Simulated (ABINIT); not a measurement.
Runs of ABINIT 10.8.3 (patched build) on ZrB2. Symmetry: P6/mmm, No. 191, hexagonal system. Conventional cell: a = 3.170 Å, b = 3.170 Å, c = 3.533 Å, α = 90.00°, β = 90.00°, γ = 120.00°. Zr (site symmetry 6/mmm) has 12 B at 2.54 Å as nearest neighbours. B (site symmetry -6m2) has 3 B at 1.83 Å as nearest neighbours. 

| level | potentials or basis | cutoff (eV) | fine-grid cutoff | gap on the mesh (eV) | pressure (GPa) |
| --- | --- | --- | --- | --- | --- |
| PBE | PseudoDojo NC SR PBE v0.4 stringent | 1034 | - | none | 0.8 |
| WC | JTH PAW PBE v2.0 | 544 | 1088.46 eV | none | -3.6 |
| SCAN | JTH PAW PBE v2.0 | 544 | 1088.46 eV | none | (b) |
| PBE | SPMS NC PBE v1.0 | 816 | - | none | 0.9 |
| PBE | Ansatz NC PBE | 1116 | - | none | 0.8 |
| PBE | PseudoDojo NC SR PBE v0.5 standard | 1034 | - | none | 0.8 |
| PBEsol | JTH PAW PBE v2.0 | 544 | 1088.46 eV | none | (c) |
| PBE | JTH PAW PBE v2.0 | 544 | 1088.46 eV | none | 0.5 |
| RPBE | JTH PAW PBE v2.0 | 544 | 1088.46 eV | none | 4.0 |
| PBE | JTH PAW PBE v2.0 | 463 | 925.187 eV | none | 0.6 |
| revPBE | JTH PAW PBE v2.0 | 544 | 1088.46 eV | none | 3.1 |
| AM05 | JTH PAW PBE v2.0 | 544 | 1088.46 eV | none | (a) |

Alike in all rows: task single point; no spin polarisation; cell as given; k mesh 10 × 10 × 8; smearing fermi-dirac 0.05 eV.

**Question.** Estimate the missing entries.

**Answer.** (a) -5.0; (b) -0.9; (c) -4.2.

Caveats: the PAW data sets were made with another functional, which shifts forces and pressure a little (some runs).

A k mesh can miss the band edges, and the runs leave out spin-orbit coupling on Zr.

A gap of «none» marks a metal or a gap under the smearing width.
